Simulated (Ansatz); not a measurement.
Runs of Ansatz 0.2.0 on Ti. The structure is hexagonal, space group P6_3/mmc (No. 194). Conventional cell: a = 2.950 Å, b = 2.950 Å, c = 4.680 Å, α = 90.00°, β = 90.00°, γ = 120.00°. Ti (site symmetry -6m2) is surrounded by 12 Ti at 2.89 to 2.95 Å. 

| task | level | potentials or basis | cell | cutoff (eV) | smearing | gap on the mesh (eV) | pressure (GPa) |
| --- | --- | --- | --- | --- | --- | --- | --- |
| single point | PBE | all-electron LAPW, scalar-relativistic | as given | 220 | gaussian 0.015 eV | none | -1.4 |
| band structure | revPBE | all-electron LAPW, scalar-relativistic | as given | 220 | fermi-dirac 0.05 eV | - | (a) |
| single point | PBE | all-electron LAPW, scalar-relativistic | as given | 220 | gaussian 0.023 eV | none | -1.4 |
| relaxation of cell and atoms | PBE+D3(BJ) | all-electron LAPW, scalar-relativistic | relaxed | - | fermi-dirac 0.05 eV | - | 0.0 |
| band structure | PBEsol | all-electron LAPW, inner shells corrected to Dirac's equation | as given | 220 | fermi-dirac 0.05 eV | - | -5.7 |

Alike in all rows: no spin polarisation; k mesh 10 × 10 × 6; basis error allowed 0.001 eV/atom.

Fill in the values left out.

(a) 0.8.

A k mesh can miss the band edges.

A gap of «none» marks a metal or a gap under the smearing width.

Not every run made on this cell is shown here.
